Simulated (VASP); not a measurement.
# GaN (P6_3mc) in VASP: further runs

The runs below take GaN through relaxation of cell and atoms, relaxation of shape and atoms at fixed volume, with PBE.

Program: VASP 6.6.1. These are calculated values, not measurements. Logs are shortened: lines on timing, memory, paths and dates and some standing lists are left out, and cuts for length are marked.

## Step 1: Starting point

Symmetry: P6_3mc, No. 186, hexagonal system. The conventional cell has a = 3.217 Å, b = 3.217 Å, c = 5.243 Å, α = 90.00°, β = 90.00°, γ = 120.00°. Ga (site symmetry 3m) is surrounded by 4 N at 1.97 Å. N (site symmetry 3m) has 4 Ga at 1.97 Å as nearest neighbours.

## Step 2: Relaxation of cell and atoms, PBE

The input, INCAR:

```
SYSTEM = GaN
PREC = Accurate ; ENCUT = 600
EDIFF = 1E-7 ; ISMEAR = 0
SIGMA = 0.03 ; LREAL = .FALSE.
LASPH = .TRUE. ; NELM = 80
ALGO = Normal ; ISIF = 3
LWAVE = .FALSE. ; LCHARG = .FALSE.
GGA = PE ; IBRION = 2
NSW = 90 ; EDIFFG = -0.005
```

The input, KPOINTS:

```
regular mesh
0
G
  12 12 5
  0 0 0
```

The input, POSCAR:

```
GaN                                     
1.0
    3.2171485523      0.0000000000      0.0000000000
   -1.6085742761      2.7861323740     -0.0000000000
   -0.0000000000     -0.0000000000      5.2434746824
  Ga              N             
     2     2
Direct
     0.3333333332999970    0.6666666667000030    0.9992400812562294
     0.6666666667000030    0.3333333332999970    0.4992400812562295
     0.3333333332999970    0.6666666667000030    0.3757599187437705
     0.6666666667000030    0.3333333332999970    0.8757599187437706
```

Potentials or basis: VASP PAW PBE potentials, release 64 (Ga_d, N).

Command:

```console
$ cat potpaw_PBE.64/Ga_d/POTCAR potpaw_PBE.64/N/POTCAR > POTCAR
$ mpirun -np 1 vasp_std > vasp.out
```

OUTCAR:

```text
SYSTEM = GaN
   PREC = Accurate
   ENCUT = 600
   EDIFF = 1E-7
   ISMEAR = 0
   LREAL = .FALSE.
   LASPH = .TRUE.
   NELM = 80
   ISIF = 3
   GGA = PE
   IBRION = 2
   NSW = 90
   EDIFFG = -0.005

 ion  position               nearest neighbor table
   1  0.333  0.667  0.999-   4 1.97   4 1.97   4 1.97   3 1.97
   2  0.667  0.333  0.499-   3 1.97   3 1.97   3 1.97   4 1.97
   3  0.333  0.667  0.376-   2 1.97   2 1.97   2 1.97   1 1.97
   4  0.667  0.333  0.876-   1 1.97   1 1.97   1 1.97   2 1.97

  LATTYP: Found a hexagonal cell.
 ALAT       =     3.2171485523
 C/A-ratio  =     1.6298515897

  Lattice vectors:

 A1 = (   3.2171485523,   0.0000000000,   0.0000000000)
 A2 = (  -1.6085742761,   2.7861323740,   0.0000000000)
 A3 = (   0.0000000000,   0.0000000000,   5.2434746824)

Analysis of symmetry for initial positions (statically):
=====================================================================
 Subroutine PRICEL returns:
 Original cell was already a primitive cell.

 Routine SETGRP: Setting up the symmetry group for a
 hexagonal supercell.

 Subroutine GETGRP returns: Found 12 space group operations
 (whereof  6 operations were pure point group operations)
 out of a pool of 24 trial point group operations.

The static configuration has the point symmetry C_3v.
 The point group associated with its full space group is C_6v.

Analysis of symmetry for dynamics (positions and initial velocities):
=====================================================================
 Subroutine PRICEL returns:
 Original cell was already a primitive cell.

 Routine SETGRP: Setting up the symmetry group for a
 hexagonal supercell.

 Subroutine GETGRP returns: Found 12 space group operations
 (whereof  6 operations were pure point group operations)
 out of a pool of 24 trial point group operations.

The dynamic configuration has the point symmetry C_3v.
 The point group associated with its full space group is C_6v.

 Subroutine INISYM returns: Found 12 space group operations
 (whereof  6 operations are pure point group operations),
 and found     1 'primitive' translations

----------------------------------------------------------------------------------------

                                     Primitive cell

  volume of cell :      46.9994

  direct lattice vectors                    reciprocal lattice vectors
     3.217148552  0.000000000  0.000000000     0.310834263  0.179460246  0.000000000
    -1.608574276  2.786132374  0.000000000     0.000000000  0.358920491  0.000000000
     0.000000000  0.000000000  5.243474682     0.000000000  0.000000000  0.190713231

  length of vectors
     3.217148552  3.217148552  5.243474682     0.358920491  0.358920491  0.190713231

  position of ions in fractional coordinates (direct lattice)
     0.333333333  0.666666667  0.999240081
     0.666666667  0.333333333  0.499240081
     0.333333333  0.666666667  0.375759919
     0.666666667  0.333333333  0.875759919

  ion indices of the primitive-cell ions
   primitive index   ion index
                 1           1
                 2           2
                 3           3
                 4           4

----------------------------------------------------------------------------------------

 KPOINTS: regular mesh

Automatic generation of k-mesh.
 Grid dimensions read from file:
 generate k-points for:   12   12    5

 Generating k-lattice:

  Cartesian coordinates                     Fractional coordinates (reciprocal lattice)
     0.025902855  0.014955020  0.000000000     0.083333333  0.000000000  0.000000000
     0.000000000  0.029910041  0.000000000     0.000000000  0.083333333  0.000000000
     0.000000000  0.000000000  0.038142646     0.000000000  0.000000000  0.200000000

  Length of vectors
     0.029910041  0.029910041  0.038142646

  Shift w.r.t. Gamma in fractional coordinates (k-lattice)
     0.000000000  0.000000000  0.000000000

 Subroutine IBZKPT returns following result:
 ===========================================

 Found     57 irreducible k-points:

 Following reciprocal coordinates:
            Coordinates               Weight
  0.000000  0.000000  0.000000      1.000000
  0.083333 -0.000000  0.000000      6.000000
  0.166667 -0.000000  0.000000      6.000000
  0.250000  0.000000  0.000000      6.000000
  0.333333 -0.000000  0.000000      6.000000
  0.416667 -0.000000  0.000000      6.000000
[... 16 lines left out ...]
  0.250000  0.000000  0.200000     12.000000
  0.333333 -0.000000  0.200000     12.000000
 [... further k-points ...]
   k-points           NKPTS =     57   k-points in BZ     NKDIM =     57   number of bands    NBANDS=     22
   number of dos      NEDOS =    301   number of ions     NIONS =      4
   total plane-waves  NPLWV =  32928
   dimension x,y,z NGX =    28 NGY =   28 NGZ =   42
   dimension x,y,z NGXF=    56 NGYF=   56 NGZF=   84
   ions per type =               2   2
   NGX,Y,Z   is equivalent  to a cutoff of  14.47, 14.47, 13.32 a.u.
   NGXF,Y,Z  is equivalent  to a cutoff of  28.94, 28.94, 26.63 a.u.
 SYSTEM =  GaN
   PREC   = accura    normal or accurate (medium, high low for compatibility)
   ISTART =      0    job   : 0-new  1-cont  2-samecut
   ICHARG =      2    charge: 1-file 2-atom 10-const
   ISPIN  =      1    spin polarized calculation?
   LNONCOLLINEAR =      F non collinear calculations
   LSORBIT =      F    spin-orbit coupling
   LASPH  =      T    aspherical Exc in radial PAW
   ENCUT  =  600.0 eV  44.10 Ry    6.64 a.u.   6.43  6.43 10.47*2*pi/ulx,y,z
   NELM   =     80;   NELMIN=  2; NELMDL= -5     # of ELM steps
   EDIFF  = 0.1E-06   stopping-criterion for ELM
   LREAL  =      F    real-space projection
   EDIFFG = -.5E-02   stopping-criterion for IOM
   NSW    =     90    number of steps for IOM
   IBRION =      2    ionic relax: 0-MD 1-quasi-New 2-CG
   NFREE  =      1    steps in history (QN), initial steepest desc. (CG)
   ISIF   =      3    stress and relaxation
   ISYM   =      2    0-nonsym 1-usesym 2-fastsym
   POTIM  = 0.5000    time-step for ionic-motion
   TEBEG  =    0.0;   TEEND  =   0.0 temperature during run
   PSTRESS=    0.0 pullay stress
   NELECT =      36.0000    total number of electrons
   NUPDOWN=      -1.0000    fix difference up-down
   EMIN   =  10.00;   EMAX   =-10.00  energy-range for DOS
   EFERMI =   0.00;   METHOD = LEGACY
   ISMEAR =     0;   SIGMA  =   0.03  broadening in eV -4-tet -1-fermi 0-gaus
   EFERMI_NEDOS =   21; number of points for ismear=-14 and -15
   IALGO  =     38    algorithm
   IMIX   =      4    mixing-type and parameters
     AMIX     =   0.40;   BMIX     =  1.00
     AMIX_MAG =   1.60;   BMIX_MAG =  1.00
  volume/ion in A,a.u.               =      11.75        79.29
  Fermi-wavevector in a.u.,A,eV,Ry     =   1.497884  2.830591 30.526819  2.243658
  Thomas-Fermi vector in A             =   2.609715
   LORBIT       =      0    0 simple, 1 ext, 2 COOP (PROOUT), +10 PAW based schemes
   GGA     = PE    functional components
   LHFCALC =     F    Hartree Fock is set to
   AEXX    =    0.0000 exact exchange contribution
   IVDW    =     0    specifies the selected vdW correction
   LEPSILON=     F    determine dielectric tensor
   LRPA    =     F    only Hartree local field effects (RPA)
 conjugate gradient relaxation of ions
 non-spin polarized calculation
 Gauss-broadening in eV      SIGMA  =   0.03
  energy-cutoff  :      600.00
  volume of cell :       47.00
 maximum number of plane-waves:      1587
 NGX is ok and might be reduce to    28
   NGX = 13   NGY = 13   NGZ = 21

--------------------------------------- Ionic step        1  -------------------------------------------

 number of electron      36.0000002 magnetization

 Free energy of the ion-electron system (eV)
  ---------------------------------------------------
  ext. energy  EPLUGINS =         0.00000000
  ---------------------------------------------------
  free energy    TOTEN  =       -24.33074118 eV

  energy without entropy =      -24.33074118  energy(sigma->0) =      -24.33074118

------------------------ aborting loop because EDIFF is reached ----------------------------------------

  FORCE on cell =-STRESS in cart. coord.  units (eV):
  Direction    XX          YY          ZZ          XY          YZ          ZX
  --------------------------------------------------------------------------------------
  -------------------------------------------------------------------------------------
  Total        0.0192213      0.0192213      0.0118529      0.0000000      0.0000000      0.0000000
  in kB        0.6552405      0.6552405      0.4040578      0.0000000      0.0000000      0.0000000
  external PRESSURE =       0.5715129 kB  Pullay stress =       0.0000000 kB
[... 61 lines left out ...]
  energy  without entropy=      -24.3307508075  energy(sigma->0) =      -24.33075081

--------------------------------------- Ionic step        3  -------------------------------------------

 number of electron      36.0000003 magnetization

 Free energy of the ion-electron system (eV)
  ---------------------------------------------------
  ext. energy  EPLUGINS =         0.00000000
  ---------------------------------------------------
  free energy    TOTEN  =       -24.33075106 eV

  energy without entropy =      -24.33075106  energy(sigma->0) =      -24.33075106

 E-fermi :   5.1902     XC(G=0): -11.5165

 val. band max:        5.0123224078   @ k =   0.0000   0.0000   0.0000
 cond. band min:       6.7280514740   @ k =   0.0000   0.0000   0.0000
 fundamental gap:      1.7157290662
 Fermi energy:         5.1901719208

 k-point     1 :       0.0000    0.0000    0.0000
  band No.  band energies     occupation
      1     -10.7266      2.00000
      2      -9.9025      2.00000
      3      -8.4100      2.00000
      4      -8.3955      2.00000
      5      -8.3955      2.00000
      6      -8.3397      2.00000
[... 574 lines left out ...]
      6      -8.2119      2.00000
[... 14 lines left out ...]
     21      11.9586      0.00000
     22      13.0346      0.00000

 [... further k-points ...]
[... 5 lines left out ...]
  --------------------------------------------------------------------------------------
  -------------------------------------------------------------------------------------
  Total        0.0059921      0.0059921     -0.0087049      0.0000000     -0.0000000      0.0000000
  in kB        0.2041718      0.2041718     -0.2966046      0.0000000     -0.0000000      0.0000000
  external PRESSURE =       0.0372463 kB  Pullay stress =       0.0000000 kB
[... 19 lines left out ...]
  FREE ENERGIE OF THE ION-ELECTRON SYSTEM (eV)
  ---------------------------------------------------
  free  energy   TOTEN  =       -24.3307510574 eV

  energy  without entropy=      -24.3307510574  energy(sigma->0) =      -24.33075106

 reached required accuracy - stopping structural energy minimisation
```

Run time: 2.5 min. Hardware: 1 thread of Intel Xeon Platinum 8259CL at 2.50GHz (Skylake/Cascade Lake), shared host; peak memory 0.22 GiB.

Results:

| Item | Value |
| --- | --- |
| Free energy | -24.3308 eV |
| Relaxed volume | 11.76 Å³/atom |
| Relaxed cell | a = 3.218 Å, b = 3.218 Å, c = 5.244 Å, α = 90.00°, β = 90.00°, γ = 120.00° |
| Space group after relaxing (to 0.05 Å) | P6_3mc (No. 186) |
| Energy gained by relaxing | 0.0 meV/atom |
| Ionic steps | 3 |
| Pressure after relaxing | 0.0 GPa |
| Band gap on the k mesh | 1.72 eV, direct |

Forces on the atoms (eV/Å):
```
Ga   0.000  0.000 -0.002
Ga   0.000  0.000 -0.002
N    0.000  0.000  0.002
N    0.000  0.000  0.002
```

Final structure:
```cif
data_structure
_symmetry_space_group_name_H-M 'P 1'
_symmetry_Int_Tables_number 1
_cell_length_a 3.2177
_cell_length_b 3.2177
_cell_length_c 5.2441
_cell_angle_alpha 90.000
_cell_angle_beta 90.000
_cell_angle_gamma 120.000
_cell_volume 47.02
loop_
_atom_site_label
_atom_site_type_symbol
_atom_site_fract_x
_atom_site_fract_y
_atom_site_fract_z
_atom_site_occupancy
Ga1 Ga 0.33333 0.66667 0.99919 1
Ga2 Ga 0.66667 0.33333 0.49919 1
N1 N 0.33333 0.66667 0.37581 1
N2 N 0.66667 0.33333 0.87581 1
```

Levels at points of the mesh, in eV from the valence-band top:
```
           k point  band 15  band 16  band 17  band 18  band 19  band 20  band 21  band 22
(0.00, 0.00, 0.00)    -1.00    -0.04     0.00     0.00     1.72     4.07     9.02     9.73
(0.50, 0.00, 0.00)    -4.07    -2.64    -2.12    -0.96     4.98     5.37     5.98     8.35
```

A hybrid or GW would open this gap; PBE tends to underestimate it.

[end of part 1 of 2]
